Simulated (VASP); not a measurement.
A run of VASP 6.6.1:

INCAR

```
ALGO     = Fast           # electronic algorithm
EDIFF    = 1E-6           # SCF threshold, eV
EDIFFG   = -0.01          # ionic threshold
ENCUT    = 600            # plane-wave cutoff, eV
GGA      = PE             # functional
IBRION   = 2              # ionic algorithm
ISIF     = 3              # what is computed and relaxed
ISMEAR   = 0              # smearing method
LASPH    = True           # aspherical terms in the spheres
LCHARG   = False          # write CHGCAR
LREAL    = False          # projectors in reciprocal space
LWAVE    = False          # write WAVECAR
NELM     = 100            # most SCF steps
NSW      = 100            # ionic steps
PREC     = Accurate       # precision mode
SIGMA    = 0.1            # smearing width, eV
```

File KPOINTS:

```
k-points
0
Gamma
  8 8 8
```

The input POSCAR:

```
Na3H8
1.0
    0.0000000000      4.5663121514      4.5663121514
    4.5663121514      0.0000000000      4.5663121514
    4.5663121514      4.5663121514      0.0000000000
Na H
3 8
Direct
    0.2500000000      0.2500000000      0.2500000000
    0.7500000000      0.7500000000      0.7500000000
    0.0000000000      0.0000000000      0.0000000000
    0.4370792149      0.4370792149      0.4370792149
    0.4370792149      0.4370792149      0.6887623553
    0.4370792149      0.6887623553      0.4370792149
    0.6887623553      0.4370792149      0.4370792149
    0.5629207851      0.5629207851      0.3112376447
    0.5629207851      0.5629207851      0.5629207851
    0.5629207851      0.3112376447      0.5629207851
    0.3112376447      0.5629207851      0.5629207851
```

Potentials or basis: VASP PAW PBE potentials, release 64 (Na_pv, H).

Command:

```sh
$ cat potpaw_PBE.64/Na_pv/POTCAR potpaw_PBE.64/H/POTCAR > POTCAR
$ mpirun -np 1 vasp_std > vasp.out
```

Hardware: 1 thread of Intel(R) Xeon(R) Platinum 8488C (Sapphire Rapids) (shared host).

Q: Estimate the wall time of this run.

A: It took 2.5 min on 1 thread of Intel(R) Xeon(R) Platinum 8488C (Sapphire Rapids) (shared host), peak memory 0.42 GiB. Counts: scf iterations 18, k points 29, ion steps 2.
